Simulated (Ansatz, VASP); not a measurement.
# Two plane-wave programs on ZnS

```
CELL_PARAMETERS angstrom
0.00000 2.66497 2.78579
2.66497 0.00000 2.78579
2.66497 2.66497 0.00000
ATOMIC_POSITIONS crystal
Zn 0.00000 0.00000 0.00000
S 0.75000 0.75000 0.75000
```

Change from the starting cell: z stretched by +3 % at fixed volume, PAW files.

Alike in both runs: task electric field gradients; functional PBE; k mesh 9 × 9 × 9; occupations fermi-dirac, width 0.01 eV; no spin polarisation.

|  | VASP | Ansatz |
| --- | --- | --- |
| version | VASP 6.6.1 | Ansatz 0.2.0 |
| potentials or method | VASP PAW PBE potentials, release 64 (Zn, S) | PAW with Ansatz's default frozen-core files, scalar-relativistic |
| plane-wave cutoff (eV) | 520 | 420 |
| valence electrons in the cell | 18 | 18 |

|  | VASP | Ansatz | Ansatz less VASP |
| --- | --- | --- | --- |
| gap on the k mesh at the Fermi level (eV) | 2.04 | 2.03 | -0.005 |
| pressure (GPa) | 1.5 | 1.3 | -0.16 |
| largest component of the traceless stress (GPa) | 1.29 | 1.30 | +0.010 |
| Vzz of the field gradient on the site that differs most (V/Å²) | -7.7 | -8.1 | -0.35 |

With one functional, cell and mesh, what is left measures potentials, basis and numerics.
